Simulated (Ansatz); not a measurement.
Theory: DFT r2SCAN, scalar-relativistic, plane waves, PAW in Ansatz 0.2.0. All cells share a 500 eV cutoff and Γ-centred k meshes spaced at most 0.3 Å⁻¹ (0.19 for metals, 2π included).

These are static lattice energies at zero pressure. Larger cells and other orderings weren't all tried, so the list isn't exhaustive. The k mesh leaves about 4 meV/atom of noise in metals. No run is spin-polarised.

(1) Which is lower for NiGe, the MnP (Ni on Mn sites) or the caesium chloride structure, and by how much?

(2) Which is lower for NiGe, the caesium chloride or the NaTl (B32) structure, and by how much?

(3) Which is lower for NiGe, the MnP (Ni on Mn sites) or the NaTl (B32) structure, and by how much?

Answers

(1) The MnP (Ni on Mn sites) structure, by 304 meV/atom. It takes 13.3 Å³/atom against 12.6.

(2) The caesium chloride structure, by 268 meV/atom. It takes 12.6 Å³/atom against 13.2.

(3) The MnP (Ni on Mn sites) structure, by 572 meV/atom. It takes 13.3 Å³/atom against 13.2.